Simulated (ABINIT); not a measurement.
The system is AlPt.

```xyz
2
Lattice="3.0915 0.0000 0.0000 0.0000 3.0915 0.0000 0.0000 0.0000 3.0915" Properties=species:S:1:pos:R:3 pbc="T T T"
Pt    1.5458    1.5458    1.5458
Al    0.0000    0.0000    0.0000
```

Measurements of this composition are mostly on another form, of space group No. 198.

| Quantity | Value |
| --- | --- |
| Program | ABINIT 10.8.3 (patched build) |
| Task | relaxation of cell and atoms |
| Functional | LDA |
| Potentials or basis | PseudoDojo NC SR LDA v0.4.1 standard |
| Cutoff | 1088 eV |
| k mesh | 7 × 7 × 7 |
| Occupations | fermi-dirac, width 0.05 eV |
| Spin | no spin polarisation |

At the start: pressure -10.4 GPa; volume 14.77 Å³/atom.

**Question.** How do energy, volume and symmetry change on relaxing?

**Answer.** Over 5 steps the energy falls by 27.0 meV/atom and the volume is 13.98 Å³/atom (-5.4 %); space group Pm-3m (No. 221, to 0.05 Å).

The path:
```
step  energy change (eV)  largest force (eV/Å)  pressure (GPa)  volume (Å³)
   1              0.0000                0.0000          -10.36        29.55
   2             -0.0441                0.0000           -4.72        28.62
   3             -0.0540                0.0000            0.44        27.90
   4             -0.0541                0.0000           -0.02        27.96
   5             -0.0541                0.0000            0.00        27.96
```

Final structure:
```xyz
2
Lattice="3.0352 0.0000 0.0000 0.0000 3.0352 0.0000 0.0000 0.0000 3.0352" Properties=species:S:1:pos:R:3 pbc="T T T"
Pt    1.5176    1.5176    1.5176
Al    0.0000    0.0000    0.0000
```
